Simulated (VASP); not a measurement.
Runs of VASP 6.6.1 on CdO. All rows change the cell; the cell of one of them follows. It takes space group Fm-3m (No. 225, cubic). Conventional cell: a = 4.828 Å, b = 4.828 Å, c = 4.828 Å, α = 90.00°, β = 90.00°, γ = 90.00°. Cd (site symmetry m-3m) is surrounded by 6 O at 2.41 Å. Around O (site symmetry m-3m) lie 6 Cd at 2.41 Å. 

```tsv
task	cell	gap on the mesh (eV)	pressure (GPa)
single point	a relaxed cell with its volume scaled by 1.03	none	-3.5
single point	a relaxed cell with its volume scaled by 1.09	none	-8.9
single point	a relaxed cell with its volume scaled by 0.91	none	15.0
single point	a relaxed cell with its volume scaled by 1.06	none	(a)
```

Alike in all rows: level PBE; potentials or basis VASP PAW PBE potentials, release 64 (Cd, O); no spin polarisation; k mesh 12 × 12 × 12; cutoff (eV) 700; smearing gaussian 0.02 eV.

Task: Estimate the missing entries.

Result: (a) -6.4.

Caveats: so large a pressure means that the cell lies far from this level's equilibrium, or that cutoff or potentials fall short (some runs).

A k mesh can miss the band edges, and the runs leave out spin-orbit coupling on Cd.

A gap of «none» marks a metal or a gap under the smearing width.
